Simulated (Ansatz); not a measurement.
# CdS (Greenockite) (P6_3mc) in Ansatz: notebook

The runs below take CdS (Greenockite) through single point, equation of state, with PBEsol.

Program: Ansatz 0.2.0. These are calculated values, not measurements. Logs are shortened: lines on timing, memory, paths and dates and some standing lists are left out, and cuts for length are marked.

## Step 1: Starting point

It takes space group P6_3mc (No. 186, hexagonal). Conventional cell: a = 4.150 Å, b = 4.150 Å, c = 6.737 Å, α = 90.00°, β = 90.00°, γ = 120.00°. Around Cd (site symmetry 3m) lie 4 S at 2.53 to 2.54 Å. S (site symmetry 3m) has 4 Cd at 2.53 to 2.54 Å as nearest neighbours.

## Step 2: Single point, PBEsol, 23.61 Å³/atom (volume scaled by 0.94)

Input file input.yaml:

```yaml
crystal:
  lattice:
    - [4.0652823512, 0.0, 0.0]
    - [-2.0326411756, 3.5206377897, 0.0]
    - [0.0, 0.0, 6.5994716144]
  atoms:
    - { symbol: Cd, position: [0.6666666667, 0.3333333333, 0.5] }
    - { symbol: Cd, position: [0.3333333333, 0.6666666667, 0.0] }
    - { symbol: S, position: [0.6666666667, 0.3333333333, 0.875] }
    - { symbol: S, position: [0.3333333333, 0.6666666667, 0.375] }
kpoints:
  mp_grid: { grid: [7, 7, 4] }
scf:
  occupations: { method: fermi_dirac, width: 0.05 }
hamiltonian:
  xc: pbesol
  pseudopotentials: { kind: all_electron, lapw: { basis_error: 0.002 } }
output:
  forces: true
  stress: true
  eigenvalues: true
```

Potentials or basis: all-electron LAPW, scalar-relativistic.

Launch:

```sh
$ ansatz run input.yaml --threads 2 --pin off --max-ram 6144MiB --backend cpu --events-out ev --progress --plain --runs-dir out
```

Standard output:

```text
Warning: RAYON_NUM_THREADS=2 ignored (pool sized by the plan → 2); use --threads N
LAPW: plane waves up to 7.902 Å⁻¹, error target 2.0e-3 eV per atom; small_component_spin mean_spin; S in spheres of 1.069 Å, 14 of its electrons in bands, Dirac shells []; Cd in spheres of 1.405 Å, 20 of its electrons in bands, Dirac shells [] (how accurate: hamiltonian.pseudopotentials.lapw.basis_error, Limitations)
Engine: ansatz 0.2.0, aarch64-unknown-linux-gnu
Pseudopotentials: kind: all_electron
Pseudopotential: Cd, LAPW, valence charge 20, lapw/all_electron/scalar/gaussian/Cd, Koelling and Harmon's equation, gaussian nucleus
Pseudopotential: S, LAPW, valence charge 14, lapw/all_electron/scalar/gaussian/S, Koelling and Harmon's equation, gaussian nucleus
Functional definition: PBEsol
  exchange = pbesol_x
  correlation = pbesol_c
Crystal: 4 atoms, lattice volume = 94.454 Å³
Basis set: ecut = 237.8955446157113 eV, 785 PW (Γ), exchange–correlation at level 2
Bands: 41, of which v1, the nominal top of the filled ones, is band 34 counted from 1 (33 counted from 0)
Symmetry: 12 space group operations
Space group: P63mc (ITA 186), of the structure as read, at distance tolerance 4.6e-5 Å
k-points: 24 of 196 (time reversal used)
Non-local potential: Cd, projectors of the file, none
Non-local potential: S, projectors of the file, none
Initial density: superposition of atomic densities (chi_scale 0.1, normalization cell, long waves kept (reshape's long-wave potential 0.00 eV rms))
Initial wavefunctions: plane waves of lowest kinetic energy (no species holds an atomic orbital)
Functional: x = pbesol(κ = 0.804, μ = 0.12345679012345678), c = pbesol(β = 0.046)
iter 1 solved again at ethr=3.71e-3 eV; its pass at ethr=1.00e-1 eV (dr2=2.52e0 eV) is discarded
SCF iter   1: F=—  HF=-326024.675801 eV  |F-HF|=—  |Δ(HF+E_count)|=         —  Δρ=3.73e-2  dr2=2.53e0  ethr=3.71e-3  ⟨swp⟩=2.0  Hψ=6714  notcnv=0
preconditioner: auto → Resta (q_TF=auto, 2.583 Å⁻¹)  ε∞=4.8  [insulator: Δε(μ)=1.688 eV  Ē_g=11.729 eV  σ=0.050 eV  W_gap=1.00  n_scr=22 (ndim 8)  ℏωp=22.9 eV  f_vac=0.125  D(μ)=0.00/eV (n_scr^D=0)  ε∞_Penn≈4.8]
SCF iter   2: F=—  HF=-326023.773419 eV  |F-HF|=—  |Δ(HF+E_count)|=   9.02e-1  Δρ=1.56e-2  dr2=4.03e-1  ethr=3.71e-3  ⟨swp⟩=3.0  Hψ=2916  notcnv=0
SCF iter   3: F=—  HF=-326023.682456 eV  |F-HF|=—  |Δ(HF+E_count)|=   9.10e-2  Δρ=8.10e-3  dr2=1.06e-1  ethr=5.92e-4  ⟨swp⟩=2.0  Hψ=2856  notcnv=0
iter 4 solved again at ethr=1.18e-5 eV; its pass at ethr=1.56e-4 eV (dr2=8.04e-3 eV) is discarded
SCF iter   4: F=—  HF=-326023.662067 eV  |F-HF|=—  |Δ(HF+E_count)|=   2.04e-2  Δρ=2.57e-3  dr2=8.00e-3  ethr=1.18e-5  ⟨swp⟩=2.0  Hψ=4877  notcnv=0
SCF iter   5: F=—  HF=-326023.661634 eV  |F-HF|=—  |Δ(HF+E_count)|=   4.34e-4  Δρ=7.12e-4  dr2=4.82e-4  ethr=1.18e-5  ⟨swp⟩=2.0  Hψ=2692  notcnv=0
SCF iter   6: F=—  HF=-326023.662316 eV  |F-HF|=—  |Δ(HF+E_count)|=   6.82e-4  Δρ=2.35e-4  dr2=7.52e-5  ethr=7.09e-7  ⟨swp⟩=3.0  Hψ=2797  notcnv=0
SCF iter   7: F=—  HF=-326023.662474 eV  |F-HF|=—  |Δ(HF+E_count)|=   1.59e-4  Δρ=5.17e-5  dr2=4.76e-6  ethr=1.11e-7  ⟨swp⟩=3.0  Hψ=2896  notcnv=0
SCF iter   8: F=—  HF=-326023.662486 eV  |F-HF|=—  |Δ(HF+E_count)|=   1.17e-5  Δρ=1.70e-5  dr2=5.38e-7  ethr=7.00e-9  ⟨swp⟩=3.0  Hψ=2947  notcnv=0
SCF iter   9: F=-326023.662486 eV  HF=-326023.662486 eV  |F-HF|=1.25e-8  |Δ(HF+E_count)|=   4.06e-7  Δρ=2.82e-6  dr2=1.16e-8  ethr=7.92e-10  ⟨swp⟩=3.0  Hψ=2895  notcnv=0
SCF 1 converged in 9 iterations: F = -326023.662486 eV  dr2 = 1.16e-8
SCF converged after 9 iterations
Free energy (F): -326023.662486 eV
Harris-Foulkes:  -326023.662486 eV  (|F-HF|=1.25e-8)
Internal energy: -326023.662486 eV  (E = F + TS)
E sigma→0 (E₀):  -326023.662486 eV
Entropy (-TS):   -0.000000 eV (-0.000 meV/atom)
Fermi energy:    9.024256 eV
--- Per-component energies (eV) ---
  E_band       = -3415.793074
  E_kinetic    = 340568.160576
  E_xc         = -9638.864106
  E_electrostatic = -656952.958955  (all electrons and nuclei)
  E_smearing   = -0.000000  (= −TS)
  E_closure    = 0.000000  (closes the sum)
  E_atoms      = -326010.068184  (free atoms, spherical and without spin; not in F)
  Σ components = -326023.662486   (vs F -326023.662486, Δ=0.00e0)
  Basis errors (estimates in eV, not in F): energy 8.7e-4 per atom: plane waves 8.0e-4 (4.8e-4 summed), levels above the bands 2.8e-55, relativity 1.9e-8, radial functions 6.5e-5, core shells 3.6e-7; eigenvalues (radial functions only) 3.7e-6; not estimated: angular momenta, meshes, grids; target (lapw.basis_error) 2.0e-3; muffin-tin radii S 1.069 Å, Cd 1.405 Å
--- Forces (eV/Å), atoms counted from 1 ---
  atom   1  Cd    -0.00000000    -0.00000000    -0.07793312
  atom   2  Cd     0.00000000     0.00000000    -0.07793312
  atom   3  S     -0.00000000    -0.00000000     0.07793251
  atom   4  S      0.00000000     0.00000000     0.07793251
  max |Σ_I F_I| component: 1.22e-6 eV/Å
--- Stress (GPa, compression-positive) ---
        2.842148       0.000000       0.000000
       -0.000000       2.842148      -0.000000
        0.000000      -0.000000       3.634814
  P = ⅓ Tr σ = 3.1064 GPa (31.064 kbar)
--- Band table (eV; the first three rows and the last of 24) ---
  k-point 0: bands = ["-195.8027", "-195.8027", "-140.8564", "-140.8564", "-140.8549", "-140.8549", "-140.8549", "-140.8549", "-92.8985", "-92.8985", "-54.0037", "-54.0032", "-54.0032", "-54.0030", "-54.0030", "-54.0028", "-4.2995", "-3.7972", "0.4875", "0.5137", "0.5137", "0.6148", "0.6148", "0.9933", "0.9933", "1.1029", "1.1029", "1.4860", "3.6108", "7.5410", "7.5410", "8.3483", "8.4013", "8.4013", "9.5925", "11.1353", "14.7388", "14.7388", "15.0625", "15.9004", "15.9004"]
  k-point 1: bands = ["-195.8027", "-195.8027", "-140.8564", "-140.8564", "-140.8549", "-140.8549", "-140.8549", "-140.8549", "-92.8985", "-92.8985", "-54.0035", "-54.0032", "-54.0032", "-54.0030", "-54.0030", "-54.0029", "-4.2244", "-3.8679", "0.5243", "0.5243", "0.5319", "0.5956", "0.5956", "1.0131", "1.0131", "1.0907", "1.0907", "1.1362", "4.3379", "7.2925", "7.6589", "7.6589", "8.2664", "8.2664", "10.5138", "11.2177", "14.5705", "14.8078", "14.8078", "15.4990", "15.5924"]
  k-point 2: bands = ["-195.8027", "-195.8027", "-140.8564", "-140.8564", "-140.8549", "-140.8549", "-140.8549", "-140.8549", "-92.8985", "-92.8985", "-54.0032", "-54.0032", "-54.0031", "-54.0031", "-54.0031", "-54.0031", "-4.0441", "-4.0441", "0.5556", "0.5556", "0.5556", "0.5556", "0.7218", "0.7218", "1.0556", "1.0556", "1.0556", "1.0556", "5.7650", "5.7650", "7.9542", "7.9542", "7.9542", "7.9542", "11.2466", "11.2466", "14.5061", "14.5061", "15.0971", "15.0971", "15.0971"]
  k-point 23: bands = ["-195.8027", "-195.8027", "-140.8564", "-140.8564", "-140.8549", "-140.8549", "-140.8549", "-140.8549", "-92.8985", "-92.8985", "-54.0037", "-54.0037", "-54.0035", "-54.0035", "-54.0031", "-54.0031", "-3.6988", "-3.6988", "0.6965", "0.6965", "0.7417", "0.7417", "0.9589", "0.9589", "1.0426", "1.0426", "1.6129", "1.6129", "4.1106", "4.1106", "5.8659", "5.8659", "7.1214", "7.1214", "12.7201", "12.7201", "14.3270", "14.3270", "14.9201", "14.9201", "16.9919"]
```

Wall time 22 s (2 threads of Arm Neoverse V1, shared host); peak memory 0.37 GiB.

Results:

| Property | Result |
| --- | --- |
| Free energy | -326023.6625 eV |
| Pressure | 3.1 GPa |
| Largest force | 0.078 eV/Å |
| Band gap on the k mesh | 1.19 eV, direct |

## Step 3: Single point, PBEsol, 24.12 Å³/atom (volume scaled by 0.96)

input.yaml: that of step 2 with these lines changed.

```diff
@@ -2,5 +2,5 @@
   lattice:
-    - [4.0652823512, 0.0, 0.0]
-    - [-2.0326411756, 3.5206377897, 0.0]
-    - [0.0, 0.0, 6.5994716144]
+    - [4.0939120434, 0.0, 0.0]
+    - [-2.0469560217, 3.5454318304, 0.0]
+    - [0.0, 0.0, 6.6459482979]
   atoms:
```

Potentials or basis: all-electron LAPW, scalar-relativistic.

Launch:

```sh
$ ansatz run input.yaml --threads 2 --pin off --max-ram 6144MiB --backend cpu --events-out ev --progress --plain --runs-dir out
```

Run time: 22 s. Hardware: 2 threads of Arm Neoverse V1, shared host; peak memory 0.37 GiB.

Results (log left out):

| Item | Value |
| --- | --- |
| Free energy | -326023.6918 eV |
| Pressure | 1.6 GPa |
| Largest force | 0.074 eV/Å |
| Band gap on the k mesh | 1.15 eV, direct |

## Step 4: Single point, PBEsol, 24.62 Å³/atom (volume scaled by 0.98)

input.yaml: that of step 3 with these lines changed.

```diff
@@ -2,5 +2,5 @@
   lattice:
-    - [4.0939120434, 0.0, 0.0]
-    - [-2.0469560217, 3.5454318304, 0.0]
-    - [0.0, 0.0, 6.6459482979]
+    - [4.1221468118, 0.0, 0.0]
+    - [-2.0610734059, 3.5698838571, 0.0]
+    - [0.0, 0.0, 6.6917838725]
   atoms:
```

Launch:

```sh
$ ansatz run input.yaml --threads 2 --pin off --max-ram 6144MiB --backend cpu --events-out ev --progress --plain --runs-dir out
```

Wall time 22 s (2 threads of Arm Neoverse V1, shared host); peak memory 0.37 GiB.

Results (log left out):

```
Free energy            : -326023.7032 eV
Pressure               : 0.3 GPa
Largest force          : 0.069 eV/Å
Band gap on the k mesh : 1.10 eV, direct
```

## Step 5: Single point, PBEsol, 25.12 Å³/atom

input.yaml: that of step 4 with these lines changed.

```diff
@@ -2,5 +2,5 @@
   lattice:
-    - [4.1221468118, 0.0, 0.0]
-    - [-2.0610734059, 3.5698838571, 0.0]
-    - [0.0, 0.0, 6.6917838725]
+    - [4.15, 0.0, 0.0]
+    - [-2.075, 3.5940054257, 0.0]
+    - [0.0, 0.0, 6.737]
   atoms:
```

Launch:

```sh
$ ansatz run input.yaml --threads 2 --pin off --max-ram 6144MiB --backend cpu --events-out ev --progress --plain --runs-dir out
```

It took 22 s on 2 threads of Arm Neoverse V1, shared host; peak memory 0.37 GiB.

The run converged. Its results:

| Item | Value |
| --- | --- |
| Free energy | -326023.6986 eV |
| Pressure | -1.0 GPa |
| Largest force | 0.065 eV/Å |
| Band gap on the k mesh | 1.06 eV, direct |

## Step 6: Single point, PBEsol, 25.62 Å³/atom (volume scaled by 1.02)

input.yaml: that of step 5 with these lines changed.

```diff
@@ -2,5 +2,5 @@
   lattice:
-    - [4.15, 0.0, 0.0]
-    - [-2.075, 3.5940054257, 0.0]
-    - [0.0, 0.0, 6.737]
+    - [4.1774842447, 0.0, 0.0]
+    - [-2.0887421223, 3.6178074798, 0.0]
+    - [0.0, 0.0, 6.7816171943]
   atoms:
```

Potentials or basis: all-electron LAPW, scalar-relativistic.

Launch:

```sh
$ ansatz run input.yaml --threads 2 --pin off --max-ram 6144MiB --backend cpu --events-out ev --progress --plain --runs-dir out
```

Wall time 22 s (2 threads of Arm Neoverse V1, shared host); peak memory 0.37 GiB.

It converged, with:

```yaml
Free_energy: -326023.6797 eV
Pressure: -2.0 GPa
Largest_force: 0.062 eV/Å
Band_gap_on_the_k_mesh: 1.01 eV, direct
```

## Step 7: Single point, PBEsol, 26.13 Å³/atom (volume scaled by 1.04)

input.yaml: that of step 6 with these lines changed.

```diff
@@ -2,5 +2,5 @@
   lattice:
-    - [4.1774842447, 0.0, 0.0]
-    - [-2.0887421223, 3.6178074798, 0.0]
-    - [0.0, 0.0, 6.7816171943]
+    - [4.2046115259, 0.0, 0.0]
+    - [-2.1023057629, 3.6413003944, 0.0]
+    - [0.0, 0.0, 6.8256549035]
   atoms:
```

Launch:

```sh
$ ansatz run input.yaml --threads 2 --pin off --max-ram 6144MiB --backend cpu --events-out ev --progress --plain --runs-dir out
```

It took 22 s on 2 threads of Arm Neoverse V1, shared host; peak memory 0.37 GiB.

It converged, with:

```yaml
Free_energy: -326023.6482 eV
Pressure: -3.0 GPa
Largest_force: 0.058 eV/Å
Band_gap_on_the_k_mesh: 0.97 eV, direct
```

## Step 8: Single point, PBEsol, 26.63 Å³/atom (volume scaled by 1.06)

input.yaml: that of step 7 with these lines changed.

```diff
@@ -2,5 +2,5 @@
   lattice:
-    - [4.2046115259, 0.0, 0.0]
-    - [-2.1023057629, 3.6413003944, 0.0]
-    - [0.0, 0.0, 6.8256549035]
+    - [4.2313932131, 0.0, 0.0]
+    - [-2.1156966065, 3.6644940159, 0.0]
+    - [0.0, 0.0, 6.8691315847]
   atoms:
```

Launch:

```sh
$ ansatz run input.yaml --threads 2 --pin off --max-ram 6144MiB --backend cpu --events-out ev --progress --plain --runs-dir out
```

It took 22 s on 2 threads of Arm Neoverse V1, shared host; peak memory 0.37 GiB.

Results (log left out):

- Free energy: -326023.6053 eV
- Pressure: -3.8 GPa
- Largest force: 0.054 eV/Å
- Band gap on the k mesh: 0.93 eV, direct

## Step 9: Equation of state, PBEsol

Potentials or basis: all-electron LAPW, scalar-relativistic.

This step only gathers the single runs of the series.

What came out:

```
Equilibrium volume                        : 24.72 Å³/atom
Bulk modulus at fixed shape and positions : 61 GPa
Pressure derivative of the bulk modulus   : 4.6
```

Energy against volume, from the lowest point:
```csv
volume (Å³/atom),energy (meV/atom)
23.614,10.17
24.116,2.85
24.618,0.00
25.121,1.15
25.623,5.85
26.126,13.74
26.628,24.47
```

Caveat: the cell was scaled at fixed shape and fractional positions, which overstates the stiffness of a crystal with free parameters, most of all of layers and chains.
